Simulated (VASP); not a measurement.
Set up this calculation in VASP 6.6.1, as the native input.

```
Task                   : relaxation of cell and atoms
Functional             : PBEsol
Potentials or basis    : VASP PAW PBE potentials, release 64 (Cd, S)
Cutoff                 : 600 eV
k mesh                 : 8 × 8 × 8
Occupations            : gaussian, width 0.03 eV
Spin                   : no spin polarisation
Further INCAR settings : ALGO = Normal; EDIFF = 1e-06; IBRION = 2; EDIFFG = -0.01; NSW = 90; ISIF = 3
```

The structure of CdS (Hawleyite) lies in POSCAR:

```
CdS
1.0
    0.0000000000      2.9165000000      2.9165000000
    2.9165000000      0.0000000000      2.9165000000
    2.9165000000      2.9165000000      0.0000000000
Cd S
1 1
Direct
    0.0000000000      0.0000000000      0.0000000000
    0.2500000000      0.2500000000      0.2500000000
```

One way to write it, as run:

INCAR

```
ALGO = Normal
EDIFF = 1E-6
EDIFFG = -0.01
ENCUT = 600
GGA = PS
IBRION = 2
ISIF = 3
ISMEAR = 0
LASPH = T
LCHARG = F
LREAL = F
LWAVE = F
NELM = 80
NSW = 90
PREC = Accurate
SIGMA = 0.03
```

KPOINTS

```
k-points
0
Gamma
  8 8 8
```

Potentials or basis: VASP PAW PBE potentials, release 64 (Cd, S).

Run with:

```bash
$ cat potpaw_PBE.64/Cd/POTCAR potpaw_PBE.64/S/POTCAR > POTCAR
$ mpirun -np 1 vasp_std > vasp.out
```

Results of the run:

The relaxed volume is 24.86 Å³/atom and the relaxed cell is a = 4.127 Å, b = 4.127 Å, c = 4.127 Å, α = 60.00°, β = 60.00°, γ = 60.00°. The space group after relaxing (to 0.05 Å) is F-43m (No. 216) and the energy gained by relaxing is 0.0 meV/atom. The ionic steps are 2, the pressure after relaxing is 0.0 GPa and the band gap on the k mesh is 1.00 eV, direct.

Caveat: the PAW data sets were made with another functional, which shifts forces and pressure a little.

Wall time 37 s on 1 thread of Intel(R) Xeon(R) Platinum 8259CL CPU @ 2.50GHz (Skylake/Cascade Lake), on a shared host, peak memory 0.22 GiB.
